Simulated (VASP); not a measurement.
# Ce (Im-3m) in VASP: a series of runs, part 2 of 2

VASP 6.6.1.

### Step 3. Single point, PBE+U, collinear spin, typed start

This run uses another cell than the first one, of 34.35 Å³/atom, 0.930 times its volume.

INCAR

```
SYSTEM = Ce
  PREC = Accurate
  ENCUT = 520
  EDIFF = 1E-6
  ISMEAR = 0
  SIGMA = 0.05
  LREAL = .FALSE.
  LASPH = .TRUE.
  NELM = 150
  ALGO = Normal
  ISIF = 2
  LWAVE = .FALSE.
  LCHARG = .FALSE.
  ISPIN = 2
  MAGMOM = 1
  LORBIT = 11
  LMAXMIX = 6
  LDAU = .TRUE.
  LDAUTYPE = 2
  LDAUL = 3
  LDAUU = 5
  LDAUJ = 0
  LDAUPRINT = 1
  GGA = PE
  NBANDS = 16
```

KPOINTS

```
regular mesh
0
G
  8 8 8
  0 0 0
```

POSCAR

```
Ce
1.0
   -2.0477468801      2.0477468801      2.0477468801
    2.0477468801     -2.0477468801      2.0477468801
    2.0477468801      2.0477468801     -2.0477468801
Ce
1
Direct
    0.0000000000      0.0000000000      0.0000000000
```

Potentials or basis: VASP PAW PBE potentials, release 64 (Ce).

Launch:

```
cat potpaw_PBE.64/Ce/POTCAR > POTCAR
mpirun -np 1 vasp_std > vasp.out
```

OUTCAR:

```text
SYSTEM = Ce
   PREC = Accurate
   ENCUT = 520
   EDIFF = 1E-6
   ISMEAR = 0
   LREAL = .FALSE.
   LASPH = .TRUE.
   NELM = 150
   ISIF = 2
   ISPIN = 2
   LORBIT = 11
   GGA = PE

 ion  position               nearest neighbor table
   1  0.000  0.000  0.000-

  LATTYP: Found a body centered cubic cell.
 ALAT       =     4.0954937602

  Lattice vectors:

 A1 = (  -2.0477468801,   2.0477468801,   2.0477468801)
 A2 = (   2.0477468801,  -2.0477468801,   2.0477468801)
 A3 = (   2.0477468801,   2.0477468801,  -2.0477468801)

Analysis of symmetry for initial positions (statically):
=====================================================================
 Subroutine PRICEL returns:
 Original cell was already a primitive cell.

 Routine SETGRP: Setting up the symmetry group for a
 body centered cubic supercell.

 Subroutine GETGRP returns: Found 48 space group operations
 (whereof 48 operations were pure point group operations)
 out of a pool of 48 trial point group operations.

The static configuration has the point symmetry O_h .

Analysis of symmetry for dynamics (positions and initial velocities):
=====================================================================
 Subroutine PRICEL returns:
 Original cell was already a primitive cell.

 Routine SETGRP: Setting up the symmetry group for a
 body centered cubic supercell.

 Subroutine GETGRP returns: Found 48 space group operations
 (whereof 48 operations were pure point group operations)
 out of a pool of 48 trial point group operations.

The dynamic configuration has the point symmetry O_h .

Analysis of structural, dynamic, and magnetic symmetry:
=====================================================================
 Subroutine PRICEL returns:
 Original cell was already a primitive cell.

 Routine SETGRP: Setting up the symmetry group for a
 body centered cubic supercell.

 Subroutine GETGRP returns: Found 48 space group operations
 (whereof 48 operations were pure point group operations)
 out of a pool of 48 trial point group operations.

The overall configuration has the point symmetry O_h .

 Subroutine INISYM returns: Found 48 space group operations
 (whereof 48 operations are pure point group operations),
[... 158 lines left out ...]
 -0.0000 -0.0000  0.0000  0.0122  0.0000  0.0000  0.0000
  0.0000  0.0000  0.0000  0.0000  0.0634  0.0000  0.0397
  0.0000  0.0000  0.0000  0.0000  0.0000  0.0942 -0.0000
 -0.0000 -0.0000  0.0000  0.0000  0.0397 -0.0000  0.0429

 occupancies and eigenvectors

  o =  0.0057  v =  0.0000  1.0000  0.0000  0.0000 -0.0000 -0.0000  0.0000  0.0000  0.0000  0.0000  0.0000  0.0000  0.0000  0.0000      0.0000  0.0000  0.0000  0.0000  0.0000  0.0000  0.0000  0.0000  0.0000  0.0000  0.0000  0.0000  0.0000  0.0000
  o =  0.0057  v =  0.0000  0.0000  0.0000  0.0000  0.0000  0.0000  0.0000  0.0000  1.0000  0.0000  0.0000  0.0000  0.0000  0.0000      0.0000  0.0000  0.0000  0.0000  0.0000  0.0000  0.0000  0.0000  0.0000  0.0000  0.0000  0.0000  0.0000  0.0000
  o =  0.0122  v =  0.0000  0.0000  0.0000  0.0000  0.0000  0.0000  0.0000 -0.7897  0.0000 -0.6117  0.0001  0.0288  0.0000 -0.0372      0.0000  0.0000  0.0000  0.0000  0.0000  0.0000  0.0000  0.0000  0.0000  0.0000  0.0000  0.0000  0.0000  0.0000
  o =  0.0122  v =  0.0000  0.0000  0.0000  0.0000  0.0000  0.0000  0.0000 -0.0372  0.0000 -0.0288 -0.0006 -0.6117 -0.0000  0.7897      0.0000  0.0000  0.0000  0.0000  0.0000  0.0000  0.0000  0.0000  0.0000  0.0000  0.0000  0.0000  0.0000  0.0000
  o =  0.0122  v =  0.0000  0.0000  0.0000  0.0000  0.0000  0.0000  0.0000 -0.0000  0.0000 -0.0000 -1.0000  0.0003  0.0000 -0.0004      0.0000  0.0000  0.0000  0.0000  0.0000  0.0000  0.0000  0.0000  0.0000  0.0000  0.0000  0.0000  0.0000  0.0000
  o =  0.0122  v =  0.0000  0.0000  0.0000 -1.0000  0.0053 -0.0000 -0.0069  0.0000  0.0000  0.0000  0.0000  0.0000  0.0000  0.0000      0.0000  0.0000  0.0000  0.0000  0.0000  0.0000  0.0000  0.0000  0.0000  0.0000  0.0000  0.0000  0.0000  0.0000
  o =  0.0122  v =  0.0000  0.0000  0.0000  0.0087  0.6123  0.0000 -0.7905  0.0000  0.0000  0.0000  0.0000  0.0000  0.0000  0.0000      0.0000  0.0000  0.0000  0.0000  0.0000  0.0000  0.0000  0.0000  0.0000  0.0000  0.0000  0.0000  0.0000  0.0000
  o =  0.0122  v = -0.7906  0.0000 -0.6124 -0.0000  0.0000  0.0000 -0.0000  0.0000  0.0000  0.0000  0.0000  0.0000  0.0000  0.0000      0.0000  0.0000  0.0000  0.0000  0.0000  0.0000  0.0000  0.0000  0.0000  0.0000  0.0000  0.0000  0.0000  0.0000
  o =  0.0940  v =  0.0000 -0.0000 -0.0000  0.0000 -0.7905  0.0150 -0.6123  0.0000  0.0000  0.0000  0.0000  0.0000  0.0000  0.0000      0.0000  0.0000  0.0000  0.0000  0.0000  0.0000  0.0000  0.0000  0.0000  0.0000  0.0000  0.0000  0.0000  0.0000
  o =  0.0940  v =  0.6124  0.0000 -0.7906 -0.0000  0.0000  0.0000 -0.0000  0.0000  0.0000  0.0000  0.0000  0.0000  0.0000  0.0000      0.0000  0.0000  0.0000  0.0000  0.0000  0.0000  0.0000  0.0000  0.0000  0.0000  0.0000  0.0000  0.0000  0.0000
  o =  0.0940  v =  0.0000  0.0000  0.0000 -0.0000  0.0119  0.9999  0.0092  0.0000  0.0000  0.0000  0.0000  0.0000  0.0000  0.0000      0.0000  0.0000  0.0000  0.0000  0.0000  0.0000  0.0000  0.0000  0.0000  0.0000  0.0000  0.0000  0.0000  0.0000
  o =  0.0942  v =  0.0000  0.0000  0.0000  0.0000  0.0000  0.0000  0.0000  0.0000 -0.0000  0.0000  0.0000  0.0369  0.9989  0.0286      0.0000  0.0000  0.0000  0.0000  0.0000  0.0000  0.0000  0.0000  0.0000  0.0000  0.0000  0.0000  0.0000  0.0000
  o =  0.0942  v =  0.0000  0.0000  0.0000  0.0000  0.0000  0.0000  0.0000 -0.0000  0.0000 -0.0000  0.0000 -0.7897  0.0467 -0.6117      0.0000  0.0000  0.0000  0.0000  0.0000  0.0000  0.0000  0.0000  0.0000  0.0000  0.0000  0.0000  0.0000  0.0000
  o =  0.0942  v =  0.0000  0.0000  0.0000  0.0000  0.0000  0.0000  0.0000  0.6124  0.0000 -0.7906 -0.0000 -0.0000 -0.0000  0.0000      0.0000  0.0000  0.0000  0.0000  0.0000  0.0000  0.0000  0.0000  0.0000  0.0000  0.0000  0.0000  0.0000  0.0000

 number of electron      12.0000000 magnetization      -0.0009700

 Free energy of the ion-electron system (eV)
  ---------------------------------------------------
  ext. energy  EPLUGINS =         0.00000000
  ---------------------------------------------------
  free energy    TOTEN  =        -3.73061447 eV

  energy without entropy =       -3.72444487  energy(sigma->0) =       -3.72752967

 E-fermi :   6.9059     XC(G=0): -10.1307

 val. band max:        6.8936296043   @ k =   0.1250   0.1250   0.0000
 cond. band min:       6.9293932138   @ k =   0.1250   0.0000   0.0000
 fundamental gap:      0.0357636095
 Fermi energy:         6.9058642542

 spin component 1

 k-point     1 :       0.0000    0.0000    0.0000
  band No.  band energies     occupation
      1     -28.8787      1.00000
      2     -10.6732      1.00000
      3     -10.6732      1.00000
      4     -10.6732      1.00000
      5       3.5050      1.00000
      6       7.0180      0.00076
[... 895 lines left out ...]
      5       5.7990      1.00000
      6       6.3297      1.00000
[... 8 lines left out ...]
     15       9.6779      0.00000
     16      11.9299      0.00000

 [... further k-points ...]

------------------------ aborting loop because EDIFF is reached ----------------------------------------

  FORCE on cell =-STRESS in cart. coord.  units (eV):
  Direction    XX          YY          ZZ          XY          YZ          ZX
  --------------------------------------------------------------------------------------
  -------------------------------------------------------------------------------------
  Total       -1.4007542     -1.4007542     -1.4007542      0.0000000      0.0000000      0.0000000
  in kB      -65.3406872    -65.3406872    -65.3406872      0.0000000      0.0000000      0.0000000
  external PRESSURE =     -65.3406872 kB  Pullay stress =       0.0000000 kB

 VOLUME and BASIS-vectors are now :
 -----------------------------------------------------------------------------
  energy-cutoff  :      520.00
  volume of cell :       34.35
      direct lattice vectors                 reciprocal lattice vectors
    -2.047746880  2.047746880  2.047746880     0.000000000  0.244170803  0.244170803
     2.047746880 -2.047746880  2.047746880     0.244170803  0.000000000  0.244170803
     2.047746880  2.047746880 -2.047746880     0.244170803  0.244170803  0.000000000

 POSITION                                       TOTAL-FORCE (eV/Angst)
 -----------------------------------------------------------------------------------
      0.00000      0.00000      0.00000         0.000000      0.000000      0.000000
 -----------------------------------------------------------------------------------
    total drift:                               -0.000000     -0.000000      0.000000

  FREE ENERGIE OF THE ION-ELECTRON SYSTEM (eV)
  ---------------------------------------------------
  free  energy   TOTEN  =        -3.7306144666 eV

  energy  without entropy=       -3.7244448715  energy(sigma->0) =       -3.72752967

 total charge

# of ion       s       p       d       f       tot
--------------------------------------------------
    1        2.066   5.630   1.182   0.649   9.527

 magnetization (x)

# of ion       s       p       d       f       tot
--------------------------------------------------
    1        0.000  -0.000  -0.000  -0.001  -0.002
```

It took 78 s on 1 thread of Intel Xeon Platinum 8488C (Sapphire Rapids), shared host; peak memory 0.2 GiB.

Results:

- Free energy: -3.7306 eV
- Pressure: -6.5 GPa
- Band gap on the k mesh: none (metal or under the smearing width)
- Net moment: 0.00 μB per cell
- Valence electrons inside the program's atomic spheres: Ce 9.53

Eigenvalues of the final occupation matrices:
| site | spin | trace | eigenvalues |
| --- | --- | --- | --- |
| site 1 f | 1 | 0.32 | 0.01 0.01 0.01 0.01 0.09 0.09 0.09 |
| site 1 f | 2 | 0.32 | 0.01 0.01 0.01 0.01 0.09 0.09 0.09 |

Caveat: the magnetic or orbital state may not be the lowest; spin-orbit coupling is left out, which moves the levels of the heavy elements.
